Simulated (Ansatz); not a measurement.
CsCl (CsCl type)

```
CELL_PARAMETERS angstrom
      4.20527     0.00000     0.00000
      0.00000     4.20527     0.00000
      0.00000     0.00000     4.20527
ATOMIC_POSITIONS crystal
  Cs 0.00000 0.00000 0.00000
  Cl 0.50000 0.50000 0.50000
```

Calculation: PBE (plane waves to 420 eV, PAW, scalar-relativistic; Ansatz, an electronic-structure program). DFPT wavenumbers on a 6×6×6 k mesh, in cm⁻¹; i marks imaginary ones, q is in fractions of the reciprocal vectors of the cell shown, and the three acoustic modes at Γ are left out. The non-analytic (LO-TO) term is not included, so polar modes at Γ have their transverse values. CsCl was relaxed with its symmetry unable to fall.

Does any mode at Γ, X = (0.5, 0.0, 0.0), M = (0.5, 0.5, 0.0), R = (0.5, 0.5, 0.5) come out imaginary?

No imaginary mode at these points (lowest 24 cm⁻¹ at M = (0.5, 0.5, 0.0)); other wave vectors were not tested.

List the wavenumbers at Γ, X = (0.5, 0.0, 0.0), M = (0.5, 0.5, 0.0), R = (0.5, 0.5, 0.5), with degeneracies.


```json
[
 {"q": "Γ", "wavenumbers (cm⁻¹)": "74 (×3)"},
 {"q": "X = (0.5, 0.0, 0.0)", "wavenumbers (cm⁻¹)": "29 (×2), 70 (×2), 77, 136"},
 {"q": "M = (0.5, 0.5, 0.0)", "wavenumbers (cm⁻¹)": "24, 58 (×2), 60, 102 (×2)"},
 {"q": "R = (0.5, 0.5, 0.5)", "wavenumbers (cm⁻¹)": "56 (×3), 105 (×3)"}
]
```
